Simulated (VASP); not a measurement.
GaSb: relaxation of cell and atoms with r2SCAN

Crystal: GaSb.

```xyz
2
Lattice="0.0000 3.0670 3.0670 3.0670 0.0000 3.0670 3.0670 3.0670 0.0000" Properties=species:S:1:pos:R:3 pbc="T T T"
Ga    0.0000    0.0000    0.0000
Sb    1.5335    1.5335    1.5335
```

```
Program                : VASP 6.6.1
Task                   : relaxation of cell and atoms
Functional             : r2SCAN
Potentials or basis    : VASP PAW PBE potentials, release 64 (Ga_d, Sb)
Cutoff                 : 600 eV
k mesh                 : 10 × 10 × 10
Occupations            : gaussian, width 0.03 eV
Spin                   : no spin polarisation
Further INCAR settings : ALGO = Normal; EDIFF = 1e-07; IBRION = 2; EDIFFG = -0.005; NSW = 90; ISIF = 3
```

```json
{
 "Pressure after relaxing": "0.0 GPa",
 "Band gap on the k mesh": "0.39 eV, direct"
}
```

Final structure:
```yaml
crystal:
  lattice:
    - [0.00000, 3.06703, 3.06703]
    - [3.06703, 0.00000, 3.06703]
    - [3.06703, 3.06703, 0.00000]
  atoms:
    - { symbol: Ga, position: [0.00000, 0.00000, 0.00000] }
    - { symbol: Sb, position: [0.25000, 0.25000, 0.25000] }
```

Levels at points of the mesh, in eV from the valence-band top:
```csv
k point,band 6,band 7,band 8,band 9,band 10,band 11,band 12,band 13
"(0.00, 0.00, 0.00)",-11.88,0.00,0.00,0.00,0.39,2.98,2.98,2.98
"(0.50, 0.00, 0.00)",-10.18,-6.54,-1.20,-1.20,0.67,4.01,4.01,6.93
"(0.50, 0.50, 0.00)",-9.30,-7.01,-2.67,-2.67,1.13,1.49,9.21,9.21
```

It took 99 s on 1 thread of Intel(R) Xeon(R) 6975P-C (Granite Rapids) (shared host), peak memory 0.24 GiB.

Caveat: the relaxation stopped at its first step, so nothing moved; the PAW data sets were made with another functional, which shifts forces and pressure a little; spin-orbit coupling is left out, which moves the levels of the heavy elements. r2SCAN opens gaps a little over a GGA but as a rule still falls short of measured ones.
